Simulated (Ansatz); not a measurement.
**Effective masses and thermopower of BaSnO$_{3}$ under load (space group Pm-3m)**

Consider the following.

```yaml
crystal:
  lattice:
    - [4.04376, 0.00000, 0.00000]
    - [0.00000, 4.04376, 0.00000]
    - [0.00000, 0.00000, 4.04376]
  atoms:
    - { symbol: Ba, position: [0.50000, 0.50000, 0.50000] }
    - { symbol: Sn, position: [0.00000, 0.00000, 0.00000] }
    - { symbol: O, position: [0.00000, 0.50000, 0.00000] }
    - { symbol: O, position: [0.50000, 0.00000, 0.00000] }
    - { symbol: O, position: [0.00000, 0.00000, 0.50000] }
```

These are PBEsol with spin-orbit coupling, rigid bands (plane waves, PAW; Ansatz, a first-principles code) values and carry that method's errors. Condition of this run: hydrostatic pressure 10 GPa (the target of the relaxation). Cell: cell and atoms relaxed with PBEsol, then loaded as said.

- band gap = 1.60 eV
- electron conductivity mass (300 K, dilute) = 0.21 mₑ
- hole conductivity mass (300 K, dilute) = 1.85 mₑ
- effective density of states N_c (300 K) = 2.4e18 cm⁻³
- effective density of states N_v (300 K) = 3.1e20 cm⁻³
- density-of-states mass, electrons = 0.21 mₑ
- density-of-states mass, holes = 5.4 mₑ
- Seebeck coefficient, n-type 1e19 cm⁻³, 300 K = -120 μV/K
- best n-type power factor at 300 K for τ = 10 fs (best axis; densities from 1e16 to 1e21 cm⁻³ tried, whether or not they can be reached) = 1.85 μW/(cm·K²) at 1e19 cm⁻³
- Seebeck coefficient, p-type 1e19 cm⁻³, 300 K = 530 μV/K

Rigid bands; masses and Seebeck coefficients take one relaxation time τ for all states and one kind of carrier; polarons and phonon drag are left out.
